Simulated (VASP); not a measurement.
**GaP: single point with r2SCAN**

The system is GaP.

```
CELL_PARAMETERS angstrom
3.18644 0.00000 0.00000
0.00000 3.18644 0.00000
0.00000 0.00000 3.18644
ATOMIC_POSITIONS crystal
Ga 0.00000 0.00000 0.00000
P 0.50000 0.50000 0.50000
```

The cell was built by a generator and needn't be a form met in nature.

* Program: VASP 6.6.1
* Task: single point
* Functional: r2SCAN
* Potentials or basis: VASP PAW PBE potentials, release 64 (Ga_d, P)
* Cutoff: 520 eV
* k mesh: 8 × 8 × 8
* Occupations: fermi-dirac, width 0.02 eV
* Spin: no spin polarisation
* Dipole correction: no
* Further INCAR settings: ALGO = Normal; EDIFF = 1e-06; NBANDS = 16

| Item | Value |
| --- | --- |
| Pressure | -0.2 GPa |
| Band gap on the k mesh | none (metal or under the smearing width) |

Levels at points of the mesh, in eV from the Fermi level:
| k point | band 6 | band 7 | band 8 | band 9 | band 10 | band 11 | band 12 | band 13 |
| --- | --- | --- | --- | --- | --- | --- | --- | --- |
| (0.00, 0.00, 0.00) | -14.69 | -0.99 | -0.99 | -0.99 | -0.74 | 4.66 | 4.66 | 11.44 |
| (0.50, 0.00, 0.00) | -12.12 | -9.33 | 1.17 | 1.17 | 3.95 | 4.35 | 5.10 | 5.10 |
| (0.50, 0.50, 0.00) | -9.68 | -6.14 | -6.14 | -4.96 | 2.11 | 8.23 | 8.23 | 8.69 |
| (0.50, 0.50, 0.50) | -8.32 | -3.18 | -3.18 | -3.18 | -1.44 | -0.86 | -0.86 | -0.86 |

It took 24 s on 1 thread of Intel(R) Xeon(R) Platinum 8488C (Sapphire Rapids), with other jobs on the host, peak memory 0.15 GiB.

Caveat: the PAW data sets were made with another functional, which shifts forces and pressure a little.
